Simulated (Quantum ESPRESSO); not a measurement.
# MoS2 (P-3m1) in Quantum ESPRESSO: a series of runs

The runs below take MoS2 through phonons, with LDA.

All numbers are computed with Quantum ESPRESSO 7.5; they aren't measurements. Logs are shortened: lines on timing, memory, paths and dates and some standing lists are left out, and cuts for length are marked.

### Step 1. The crystal as given

The structure is trigonal, space group P-3m1 (No. 164). The conventional cell has a = 3.227 Å, b = 3.227 Å, c = 6.312 Å, α = 90.00°, β = 90.00°, γ = 120.00°. Mo (site symmetry -3m) is surrounded by 6 S at 2.42 Å. Around S (site symmetry 3m) lie 3 Mo at 2.42 Å.

Measurements of this composition are mostly on another form, of space group No. 194.

### Step 2. Phonons, LDA, target pressure -3 GPa, at which the enthalpy is minimised

Input file pw.in:

```
&CONTROL
  calculation = 'scf'
  prefix = 'pwscf'
  outdir = './tmp'
  pseudo_dir = './pseudo'
  tprnfor = .true.
  tstress = .true.
  disk_io = 'low'
/
&SYSTEM
  ibrav = 0
  celldm(1) = 8
  nat = 3
  ntyp = 2
  ecutwfc = 45
  ecutrho = 360
  nbnd = 20
  occupations = 'smearing'
  smearing = 'mv'
  degauss = 0.01469973
/
&ELECTRONS
  conv_thr = 6d-10
  electron_maxstep = 120
  mixing_beta = 0.5
/
ATOMIC_SPECIES
Mo    95.9500 mo_lda_v1.uspp.F.UPF
S     32.0600 s_lda_v1.4.uspp.F.UPF
CELL_PARAMETERS alat
  0.7623780122949   0.0000000000000   0.0000000000000
 -0.3811890061475   0.6602387259200   0.0000000000000
  0.0000000000000   0.0000000000000   1.4911057415975
ATOMIC_POSITIONS crystal
Mo     0.0000000000    0.0000000000    0.5000000000
S      0.6666666667    0.3333333333    0.7446806800
S      0.3333333333    0.6666666667    0.2553193200
K_POINTS automatic
8 8 3 0 0 0
```

Input file relax.in:

```
&CONTROL
  calculation = 'vc-relax'
  prefix = 'pwscf'
  outdir = './tmp'
  pseudo_dir = './pseudo'
  tprnfor = .true.
  tstress = .true.
  disk_io = 'low'
  nstep = 40
  forc_conv_thr = 0.0001
  etot_conv_thr = 1d-06
/
&SYSTEM
  ibrav = 0
  celldm(1) = 8
  nat = 3
  ntyp = 2
  ecutwfc = 45
  ecutrho = 360
  nbnd = 20
  occupations = 'smearing'
  smearing = 'mv'
  degauss = 0.01469973
/
&ELECTRONS
  conv_thr = 6d-10
  electron_maxstep = 120
  mixing_beta = 0.5
/
&IONS
  ion_dynamics = 'bfgs'
/
&CELL
  cell_dynamics = 'bfgs'
  press = -30
  press_conv_thr = 0.2
/
ATOMIC_SPECIES
Mo    95.9500 mo_lda_v1.uspp.F.UPF
S     32.0600 s_lda_v1.4.uspp.F.UPF
CELL_PARAMETERS alat
  0.7623780122868   0.0000000000000   0.0000000000000
 -0.3811890061434   0.6602387259270   0.0000000000000
  0.0000000000000   0.0000000000000   1.4911057415975
ATOMIC_POSITIONS crystal
Mo     0.0000000000    0.0000000000    0.5000000000
S      0.6666666667    0.3333333333    0.7446806800
S      0.3333333333    0.6666666667    0.2553193200
K_POINTS automatic
8 8 3 0 0 0
```

Input file scf2.in:

```
&CONTROL
  calculation = 'scf'
  prefix = 'pwscf'
  outdir = './tmp'
  pseudo_dir = './pseudo'
  tprnfor = .true.
  tstress = .true.
  disk_io = 'low'
/
&SYSTEM
  ibrav = 0
  celldm(1) = 8
  nat = 3
  ntyp = 2
  ecutwfc = 45
  ecutrho = 360
  nbnd = 20
  occupations = 'smearing'
  smearing = 'mv'
  degauss = 0.01469973
/
&ELECTRONS
  conv_thr = 1d-13
  electron_maxstep = 120
  mixing_beta = 0.5
  startingpot = 'file'
  startingwfc = 'file'
/
ATOMIC_SPECIES
Mo    95.9500 mo_lda_v1.uspp.F.UPF
S     32.0600 s_lda_v1.4.uspp.F.UPF
CELL_PARAMETERS alat
  0.7575900281580  -0.0000000000068   0.0000000000000
 -0.3787950140731   0.6560922100420   0.0000000000000
  0.0000000000000   0.0000000000000   2.5718422045285
ATOMIC_POSITIONS crystal
Mo     0.0000000000    0.0000000000    0.5000000000
S      0.6666666667    0.3333333333    0.6410858856
S      0.3333333333    0.6666666667    0.3589141144
K_POINTS automatic
8 8 3 0 0 0
```

Input file ph.in:

```
phonons of MoS2
&INPUTPH
  prefix = 'pwscf'
  outdir = './tmp'
  tr2_ph = 1d-18
  fildyn = 'dyn'
  niter_ph = 90
  alpha_mix(1) = 0.4
/
0.0000000000 0.0000000000 0.0000000000
```

Input file dynmat.in:

```
&INPUT
  fildyn = 'dyn'
  asr = 'crystal'
  filout = 'dynmat.disp'
  fileig = 'dynmat.eig'
/
```

Potentials or basis: GBRV 1.5 LDA.

Command:

```bash
$ OMP_NUM_THREADS=1 pw.x -in pw.in > pw.out
$ OMP_NUM_THREADS=1 pw.x -in relax.in > relax.out
$ OMP_NUM_THREADS=1 pw.x -in scf2.in > scf2.out
$ OMP_NUM_THREADS=1 ph.x -in ph.in > ph.out
$ OMP_NUM_THREADS=1 dynmat.x -in dynmat.in > dynmat.out
```

pw.out:

```text
This program is part of the open-source Quantum ESPRESSO suite
     for quantum simulation of materials; please cite
[... 9 lines left out ...]
     --------------------
     sticks:   dense  smooth     PW     G-vecs:    dense   smooth      PW
     Sum         925     463    139                44365    15669    2591

     Using Slab Decomposition

     bravais-lattice index     =            0
     lattice parameter (alat)  =       8.0000  a.u.
     unit-cell volume          =     384.2818 (a.u.)^3
     number of atoms/cell      =            3
     number of atomic types    =            2
     number of electrons       =        26.00
     number of Kohn-Sham states=           20
     kinetic-energy cutoff     =      45.0000  Ry
     charge density cutoff     =     360.0000  Ry
     scf convergence threshold =      6.0E-10
     mixing beta               =       0.5000
     number of iterations used =            8  plain     mixing
     Exchange-correlation=  SLA  PZ   NOGX NOGC
                           (   1   1   0   0   0   0   0)

     celldm(1)=   8.000000  celldm(2)=   0.000000  celldm(3)=   0.000000
     celldm(4)=   0.000000  celldm(5)=   0.000000  celldm(6)=   0.000000

     crystal axes: (cart. coord. in units of alat)
               a(1) = (   0.762378   0.000000   0.000000 )
               a(2) = (  -0.381189   0.660239   0.000000 )
               a(3) = (   0.000000   0.000000   1.491106 )

     reciprocal axes: (cart. coord. in units 2 pi/alat)
               b(1) = (  1.311685  0.757302 -0.000000 )
               b(2) = (  0.000000  1.514604  0.000000 )
               b(3) = (  0.000000 -0.000000  0.670643 )

     PseudoPot. # 1 for Mo read from file:
     mo_lda_v1.uspp.F.UPF
     Pseudo is Ultrasoft + core correction, Zval = 14.0
     Generated by new atomic code, or converted to UPF format
     Using radial grid of  889 points,  6 beta functions with:
                l(1) =   0
                l(2) =   0
                l(3) =   1
                l(4) =   1
                l(5) =   2
                l(6) =   2
     Q(r) pseudized with  6 coefficients,  rinner =    1.000   1.000   1.000
                                                       1.000   1.000

     PseudoPot. # 2 for S  read from file:
     s_lda_v1.4.uspp.F.UPF
     Pseudo is Ultrasoft + core correction, Zval =  6.0
     Generated by new atomic code, or converted to UPF format
     Using radial grid of  907 points,  6 beta functions with:
                l(1) =   0
                l(2) =   0
                l(3) =   1
                l(4) =   1
                l(5) =   2
                l(6) =   2
     Q(r) pseudized with  8 coefficients,  rinner =    1.300   1.300   1.300
                                                       1.300   1.300

     atomic species   valence    mass     pseudopotential
     Mo               14.00    95.95000     Mo( 1.00)
     S                 6.00    32.06000     S ( 1.00)

     12 Sym. Ops., with inversion, found

   Cartesian axes

     site n.     atom                  positions (alat units)
         1        Mo     tau(   1) = (   0.0000000   0.0000000   0.7455529  )
         2        S      tau(   2) = (   0.3811890   0.2200796   1.1103976  )
         3        S      tau(   3) = (  -0.0000000   0.4401592   0.3807081  )

     number of k points=    25  Marzari-Vanderbilt smearing, width (Ry)=  0.0147
                       cart. coord. in units 2pi/alat
        k(    1) = (   0.0000000   0.0000000   0.0000000), wk =   0.0104167
        k(    2) = (   0.0000000   0.0000000   0.2235477), wk =   0.0208333
        k(    3) = (   0.0000000   0.1893255   0.0000000), wk =   0.0625000
        k(    4) = (   0.0000000   0.1893255   0.2235477), wk =   0.0625000
        k(    5) = (   0.0000000   0.3786509   0.0000000), wk =   0.0625000
        k(    6) = (   0.0000000   0.3786509   0.2235477), wk =   0.0625000
[... 17 lines left out ...]
        k(   24) = (  -0.1639607   0.4733136  -0.2235477), wk =   0.1250000
        k(   25) = (  -0.1639607   0.6626391  -0.2235477), wk =   0.1250000

     Dense  grid:    44365 G-vectors     FFT dimensions: (  40,  40,  75)

     Smooth grid:    15669 G-vectors     FFT dimensions: (  27,  27,  54)

     Initial potential from superposition of free atoms

     starting charge      25.9991, renormalised to      26.0000
     Starting wfcs are   21 randomized atomic wfcs

     Self-consistent Calculation

     iteration #  1     ecut=    45.00 Ry     beta= 0.50
     Davidson diagonalization with overlap
     ethr =  1.00E-02,  avg # of iterations =  5.5

     Threshold (ethr) on eigenvalues was too large:
     Diagonalizing with lowered threshold

     Davidson diagonalization with overlap
     ethr =  2.64E-04,  avg # of iterations =  5.4

     total energy              =    -187.81088849 Ry
     estimated scf accuracy    <       0.08307547 Ry

     iteration #  2     ecut=    45.00 Ry     beta= 0.50
     Davidson diagonalization with overlap
     ethr =  3.20E-04,  avg # of iterations =  2.9

     negative rho (up, down):  2.229E-06 0.000E+00

     total energy              =    -187.81519019 Ry
     estimated scf accuracy    <       0.04055673 Ry

     iteration #  3     ecut=    45.00 Ry     beta= 0.50
     Davidson diagonalization with overlap
     ethr =  1.56E-04,  avg # of iterations =  2.0

     total energy              =    -187.82093096 Ry
     estimated scf accuracy    <       0.06034626 Ry

     iteration #  4     ecut=    45.00 Ry     beta= 0.50
     Davidson diagonalization with overlap
     ethr =  1.56E-04,  avg # of iterations =  1.0

     total energy              =    -187.82830024 Ry
     estimated scf accuracy    <       0.00062527 Ry

     iteration #  5     ecut=    45.00 Ry     beta= 0.50
     Davidson diagonalization with overlap
     ethr =  2.40E-06,  avg # of iterations =  9.0
[... 22 lines left out ...]
     total energy              =    -187.82847269 Ry
     estimated scf accuracy    <       0.00000001 Ry

     iteration #  9     ecut=    45.00 Ry     beta= 0.50
     Davidson diagonalization with overlap
     ethr =  4.19E-11,  avg # of iterations =  2.4

     total energy              =    -187.82847269 Ry
     estimated scf accuracy    <          4.6E-09 Ry

     iteration # 10     ecut=    45.00 Ry     beta= 0.50
     Davidson diagonalization with overlap
     ethr =  1.77E-11,  avg # of iterations =  1.6

     End of self-consistent calculation

          k = 0.0000 0.0000 0.0000 (  1993 PWs)   bands (ev):

   -51.6927 -25.7785 -25.7445 -25.7445  -4.8264  -3.3588   3.2628   5.9225
     5.9225   8.1504   8.8540   8.9886   8.9886   9.6630   9.6630  13.1511
    13.1511  15.9166  15.9191  19.3507

          k = 0.0000 0.0000 0.2235 (  1988 PWs)   bands (ev):

   -51.6927 -25.7785 -25.7445 -25.7445  -4.6947  -3.5786   3.8186   5.9294
     5.9294   6.7293   8.9838   8.9838   9.6115   9.6115   9.7445  13.2711
    13.2711  15.8283  16.9820  19.0375

          k = 0.0000 0.1893 0.0000 (  1979 PWs)   bands (ev):

   -51.6880 -25.7936 -25.7689 -25.7557  -4.5923  -3.3102   3.5624   5.4316
     6.0467   7.6948   8.3328   8.4610   8.8487   9.9622  10.2794  12.6597
    13.0769  16.6578  16.9568  18.8468
[... 19 lines left out ...]
          k = 0.0000 0.5680 0.0000 (  1956 PWs)   bands (ev):

   -51.6655 -26.0252 -25.8096 -25.7222  -3.3601  -2.8826   3.8202   4.6338
     5.5044   5.9842   6.9405   8.0732   8.3373  10.7847  11.1547  13.4730
    13.7268  16.0936  16.6191  17.6604

          k = 0.0000 0.5680 0.2235 (  1953 PWs)   bands (ev):

   -51.6655 -26.0251 -25.8096 -25.7221  -3.3173  -2.9316   3.8098   4.6368
     5.6167   5.9573   6.8195   8.1322   8.3842  10.8194  11.0378  13.3087
    14.1001  15.5753  16.5349  17.2855

          k = 0.0000-0.7573 0.0000 (  1938 PWs)   bands (ev):

   -51.6608 -26.0720 -25.8206 -25.7124  -3.2211  -2.5567   3.1169   5.0471
     5.2196   5.8665   6.7845   8.2076   8.2379  10.8765  11.6419  13.5878
    13.6676  15.4539  16.6836  18.1851

          k = 0.0000-0.7573 0.2235 (  1948 PWs)   bands (ev):

   -51.6608 -26.0720 -25.8207 -25.7124  -3.2677  -2.4902   3.1228   4.7303
     5.2723   5.8275   7.2928   8.0388   8.3237  10.8758  11.6571  13.3336
    14.1087  14.9394  15.8591  16.9136

          k = 0.1640 0.2840 0.0000 (  1965 PWs)   bands (ev):

   -51.6801 -25.8709 -25.7806 -25.7522  -4.1617  -3.2224   4.1085   4.9598
     5.9449   6.8489   7.1568   8.4817   8.9389  10.2816  10.5048  12.6265
    13.1014  17.3761  18.2920  18.6036

          k = 0.1640 0.2840 0.2235 (  1975 PWs)   bands (ev):

   -51.6801 -25.8709 -25.7807 -25.7522  -4.0395  -3.3861   4.3974   4.9209
     5.8999   6.8611   7.0343   7.9563   9.3072  10.1985  10.9373  12.6339
    12.6754  17.7268  18.1275  18.5959

          k = 0.1640 0.4733 0.0000 (  1972 PWs)   bands (ev):
[... 35 lines left out ...]
          k = 0.3279 0.7573 0.0000 (  1946 PWs)   bands (ev):

   -51.6575 -26.0124 -25.9239 -25.7057  -2.8559  -2.6391   3.9178   4.4429
     5.1774   5.9406   6.0805   6.7055  10.1275  10.9059  11.0169  12.4300
    13.2595  15.8060  18.0728  19.3838

          k = 0.3279 0.7573 0.2235 (  1962 PWs)   bands (ev):

   -51.6575 -26.0124 -25.9239 -25.7058  -2.8825  -2.6140   3.9608   4.4439
     5.2383   5.9728   5.9871   6.7152   9.8257  10.6600  10.9295  12.8057
    13.8835  16.4131  17.5562  17.9010

          k = 0.0000 0.1893-0.2235 (  1970 PWs)   bands (ev):

   -51.6880 -25.7936 -25.7689 -25.7557  -4.4648  -3.5070   4.0597   5.2648
     6.0446   7.3019   7.7367   8.3278   9.2879  10.2996  10.4405  12.6214
    13.0592  16.7007  17.7108  18.4386

          k = 0.0000 0.3787-0.2235 (  1960 PWs)   bands (ev):

   -51.6768 -25.9105 -25.7827 -25.7456  -3.8867  -3.2866   4.1598   5.2425
     5.6294   6.1355   7.7432   7.9518   8.6779  10.7412  11.0266  12.2346
    13.0129  16.8258  16.9489  18.5004

          k = 0.0000 0.5680-0.2235 (  1953 PWs)   bands (ev):

   -51.6655 -26.0251 -25.8096 -25.7221  -3.4118  -2.8088   3.7315   4.3286
     5.7534   5.9429   7.5167   8.0213   8.1753  10.8204  11.4566  13.1227
    13.2137  15.3518  16.0711  18.3455

          k =-0.1640 0.4733-0.2235 (  1959 PWs)   bands (ev):

   -51.6688 -25.9745 -25.8196 -25.7290  -3.4521  -3.0851   4.1884   4.6729
     5.6290   5.9927   6.9120   7.7373   9.0392  10.4092  11.4128  12.2616
    13.3173  16.5257  17.4605  18.7786

          k =-0.1640 0.6626-0.2235 (  1949 PWs)   bands (ev):

   -51.6608 -26.0462 -25.8475 -25.7125  -3.1944  -2.5907   3.4958   4.4551
     5.5201   5.9037   6.8723   7.3543   8.9797  10.8146  11.4984  12.6718
    13.8356  15.7609  16.5894  18.1448

     the Fermi energy is     9.9563 ev

!    total energy              =    -187.82847269 Ry
     estimated scf accuracy    <          3.4E-11 Ry
     smearing contrib. (-TS)   =      -0.00048621 Ry
     internal energy E=F+TS    =    -187.82798648 Ry

     The total energy is F=E-TS. E is the sum of the following terms:
     one-electron contribution =     -95.40574380 Ry
     hartree contribution      =      57.76409714 Ry
     xc contribution           =     -36.02226249 Ry
     ewald contribution        =    -114.16407733 Ry

     convergence has been achieved in  10 iterations

     Forces acting on atoms (cartesian axes, Ry/au):

     atom    1 type  1   force =     0.00000000   -0.00000000    0.00000000
     atom    2 type  2   force =     0.00000000    0.00000000   -0.00643239
     atom    3 type  2   force =     0.00000000   -0.00000000    0.00643239

     Total force =     0.009097     Total SCF correction =     0.000012

     Computing stress (Cartesian axis) and pressure

          total   stress  (Ry/bohr**3)                   (kbar)     P=      -60.81
  -0.00047838  -0.00000000  -0.00000000          -70.37       -0.00       -0.00
  -0.00000000  -0.00047838  -0.00000000           -0.00      -70.37       -0.00
  -0.00000000  -0.00000000  -0.00028344           -0.00       -0.00      -41.69

=------------------------------------------------------------------------------=
   JOB DONE.
=------------------------------------------------------------------------------=
```

Run time: 13 min. Hardware: 1 thread of AMD EPYC 9R45 (Zen 5), shared host; peak memory 0.33 GiB.

Results:

```yaml
Free_energy: -2555.4320 eV
Relaxed_volume: 32.33 Å³/atom
Relaxed_cell: a = 3.207 Å, b = 3.207 Å, c = 10.888 Å, α = 90.00°, β = 90.00°, γ = 120.00°
Space_group_after_relaxing_to_0.05_Å: P-3m1 (No. 164)
Pressure_after_relaxing: -2.0 GPa
Largest_force_after_relaxing: 0.009 eV/Å
Band_gap_on_the_k_mesh: none (metal or under the smearing width)
Highest_phonon_frequency_at_Γ: 396 cm⁻¹
```

Forces in eV/Å, atoms in the order of the input:
```
Mo   0.000  0.000  0.000
S    0.000  0.000 -0.009
S    0.000  0.000  0.009
```

The path:
```
step  energy change (eV)  largest force (eV/Å)  pressure (GPa)  volume (Å³)
   1              0.0000                0.1654           -6.08        56.94
   2             -0.0311                0.1006           -3.83        56.05
   3             -0.0494                0.1775           -2.66        55.45
   4             -0.0634                0.1206           -2.30        55.00
   5             -0.0663                0.0160           -2.69        54.93
   6             -0.0656                0.0212           -2.91        54.97
   7             -0.0648                0.0320           -2.99        55.02
   8             -0.0638                0.0417           -3.06        55.08
   9             -0.0622                0.0515           -3.13        55.17
  10             -0.0600                0.0626           -3.20        55.30
  11             -0.0568                0.0762           -3.29        55.49
  12             -0.0521                0.0939           -3.41        55.77
  13             -0.0449                0.1201           -3.57        56.20
  14             -0.0343                0.1574           -3.77        56.85
  15             -0.0189                0.2061           -3.99        57.82
  16              0.0016                0.2604           -4.16        59.27
  17              0.0260                0.2984           -4.10        61.47
  18              0.0424                0.2789           -3.72        63.65
  19              0.0350                0.1403           -2.83        63.41
  20              0.0328                0.0601           -2.29        63.41
  21              0.0328                0.0112           -1.95        63.54
  22              0.0338                0.0347           -1.61        63.78
  23              0.0360                0.0871           -1.23        64.18
  24              0.0398                0.1556           -0.75        64.80
  25              0.0466                0.2546           -0.09        65.76
  26              0.0592                0.4093            0.85        67.23
  27              0.0855                0.6600            2.17        69.49
  28              0.1131                0.8375            2.92        71.79
  29              0.1436                0.9075            2.83        75.44
  30              0.1779                0.7539            1.39        81.45
  31              0.2552                0.3329           -1.33        91.17
  32              0.3931                0.3036           -2.42        99.67
  33              0.3461                0.3835           -4.56        96.99
  34              0.3620                0.0257           -3.43        98.44
  35              0.3431                0.0258           -3.10        97.47
  36              0.3392                0.0217           -3.06        97.28
  37              0.3366                0.0138           -3.04        97.16
  38              0.3338                0.0036           -3.01        97.03
  39              0.3329                0.0002           -3.00        96.99
  40              0.3329                0.0001           -3.00        96.99
```

Final structure:
```yaml
crystal:
  lattice:
    - [3.20720, 0.00000, 0.00000]
    - [-1.60360, 2.77751, 0.00000]
    - [0.00000, 0.00000, 10.88768]
  atoms:
    - { symbol: Mo, position: [0.00000, 0.00000, 0.50000] }
    - { symbol: S, position: [0.66667, 0.33333, 0.64109] }
    - { symbol: S, position: [0.33333, 0.66667, 0.35891] }
```

Levels at points of the mesh, in eV from the Fermi level:
| k point | band 10 | band 11 | band 12 | band 13 | band 14 | band 15 | band 16 | band 17 |
| --- | --- | --- | --- | --- | --- | --- | --- | --- |
| (0.00, 0.00, 0.00) | -3.38 | -1.55 | -1.54 | -1.12 | -0.96 | -0.94 | 2.91 | 2.91 |
| (0.00, -0.50, 0.00) | -5.00 | -3.37 | -2.45 | -2.36 | 0.23 | 0.99 | 3.17 | 4.17 |

Phonon frequencies in cm⁻¹ (negative: imaginary):
```
              q point                       frequencies
(0.000, 0.000, 0.000)  -6 -6 -5 227 227 257 257 362 396
```

Optical modes at Γ, degenerate ones joined:
```
cm⁻¹  components  symmetry  active in
 227           2        Eu         IR
 257           2        Eg      Raman
 362           1       A1g      Raman
 396           1       A2u         IR
```

Caveat: the k mesh is coarse; the mesh is thin for the phonons of a metal; the volume moved by over 15 % at a fixed basis, so the end points are rough; the layers were relaxed without a dispersion term, so their spacing and the soft interlayer modes are unreliable.

(Part 1 of 4 ends here.)
